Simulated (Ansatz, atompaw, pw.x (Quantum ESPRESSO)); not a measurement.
**From atom to crystal: PAW (atompaw) potential for La**

| Item | Value |
| --- | --- |
| Element | lanthanum (La) |
| Generator | atompaw 4.2.0.5 |
| Type | PAW |
| Functional | PBE |
| Relativity | scalar-relativistic |
| Frozen core | [Kr] 4d10 |
| Valence charge | 11 |
| Reference configuration | 4f0 5s2 5p6 5d1.5 6s1.5 6p0 |
| Partial waves | 5s (bound): rc 1.85 bohr; 6s (bound): rc 3.00 bohr; 5p (bound): rc 2.30 bohr; 6p (bound, empty): rc 3.00 bohr; 5d (bound): rc 3.00 bohr; 5d channel at 0.55 Ry: rc 3.00 bohr; 4f (bound, empty): rc 2.06 bohr; 4f channel at 3.8 Ry: rc 1.60 bohr |
| Local potential | bessel scheme, radius 2.55 bohr |
| Core correction | smooth core density matched at 2.20 bohr |
| Augmentation charge | sinc compensation charge, radius 2.50 bohr; PAW radius 3.00 bohr; waves and projectors: custom polynom2 7 10 vanderbiltortho |

Crystal test: fcc La in pw.x 7.5, no spin, 11³ k-points, Fermi–Dirac smearing 0.01 Ry, cutoffs 45/450 Ry. The reference is all-electron LAPW (Ansatz 0.2.0) with the same functional, mesh and smearing; V0 and B0 come from Birch–Murnaghan fits to the pressures at five volumes. Errors are pseudo minus all-electron; Δ is the rms difference of the E(V) curves that follow from these fits, minima aligned, over ±6 % about the mean V0. Mesh and smearing are coarse, so the numbers serve the comparison and aren't converged zero-temperature values; the lattice is a test structure that the element need not adopt.

All-electron: a0 = 5.299 Å (V0 = 37.20 Å³/atom), B0 = 25.0 GPa.

Q: How far does the potential miss the all-electron equation of state?

A: mean pressure error (GPa): +0.34; a0 (Å): 5.321; a0 error (%): +0.42; B0 error (%): +5.0; Δ (meV/atom): 2.6.

```
V (Å³/atom)  P all-electron (GPa)  P pseudo (GPa)
     35.141                  1.54            1.97
     36.065                  0.81            1.21
     36.990                  0.14            0.49
     37.915                 -0.46           -0.17
     38.840                 -1.01           -0.77
```

Q: At the middle volume, how do free energy and pressure move when the wave cutoff is lowered (ecutrho held at 450 Ry)?

A:

```json
{"cutoff (Ry)": "20", "shift of F (meV/atom)": "+70.5", "shift of P (GPa)": "-1.46"}
{"cutoff (Ry)": "27", "shift of F (meV/atom)": "+14.1", "shift of P (GPa)": "-0.02"}
{"cutoff (Ry)": "36", "shift of F (meV/atom)": "+2.2", "shift of P (GPa)": "-0.02"}
```

The run at the middle volume (56 k-points, 19 iterations) took about 50 s on one core of a shared host (Intel(R) Xeon(R) 6975P-C, 192 threads, 1512 GiB, load 71).
